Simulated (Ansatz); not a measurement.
Input of an Ansatz 0.2.0 run:

input.yaml

```yaml
crystal:
  lattice:
    - [2.0, 1.1547005384, 8.44]
    - [-2.0, 1.1547005384, 8.44]
    - [0.0, -2.3094010768, 8.44]
  atoms:
    - { symbol: In, position: [0.8886, 0.8886, 0.8886] }
    - { symbol: In, position: [0.0, 0.0, 0.0] }
    - { symbol: Se, position: [0.1719, 0.1719, 0.1719] }
    - { symbol: Se, position: [0.3835, 0.3835, 0.3835] }
hamiltonian:
  xc: lda
  pseudopotentials: { kind: paw }
kpoints:
  mp_grid: { grid: [8, 8, 8] }
  band_path:
    path:
      - [[0.0, 0.0, 0.0], [0.5, 0.0, 0.0], [0.5, 0.1791451724, -0.1791451724]]
      - [[0.8208548276, 0.5, 0.1791451724], [0.5, 0.5, 0.5], [0.0, 0.0, 0.0], [0.3395725862, 0.0, -0.3395725862]]
      - [[0.6604274138, 0.3395725862, 0.0], [0.5, 0.5, 0.0], [0.6604274138, 0.6604274138, 0.1791451724], [0.5, 0.5, 0.5]]
      - [[0.5, 0.0, 0.0], [0.8208548276, 0.3395725862, 0.3395725862]]
    npoints: 14
scf:
  occupations: { method: fermi_dirac, width: 0.05 }
  n_extra_bands: 10
output:
  forces: true
  stress: true
  eigenvalues: true
  fatbands: true
```

Potentials or basis: Ansatz PAW.

Command:

```bash
$ ansatz run input.yaml --threads 2 --pin off --max-ram 5632MiB --backend cpu --events-out ev --progress --plain --runs-dir out
```

**Question.** Predict the pressure.

**Answer.** -1.5 GPa.

**Question.** Predict the band gap along the path.

**Answer.** 0.22 eV, direct.

**Question.** Estimate the band gap on the k mesh.

**Answer.** 0.22 eV, direct.

**Question.** What does it give for the largest force?

**Answer.** 0.237 eV/Å.

Stress tensor (GPa, compression positive):
```
-1.08  0.00  0.00
 0.00 -1.08  0.00
 0.00  0.00 -2.30
```

Caveat: spin-orbit coupling is left out, which moves the levels of the heavy elements; the PAW data sets come from PBE, with cores solved anew for the run's functional, which leaves a small shift of forces and pressure.

**What was measured.**

From “The Interaction of Hydrogen with the van der Waals Crystal γ-InSe”, 2020, pmc:7321205, for a bulk crystal of InSe at 300 K: band gap 1.25 eV.

Measured gap of InSe: 1.25 eV (300 K; “The Interaction of Hydrogen with the van der Waals Crystal γ-InSe”, 2020, pmc:7321205). This calculation gives 0.22 eV (-1.03 eV). So large a miss can be the level of theory's own, or it may mean another phase, state or a wrong row. Spin-orbit coupling on In, Se is left out. The value is that of LDA, without temperature or zero-point motion. Semilocal functionals fall short of measured gaps as a rule.
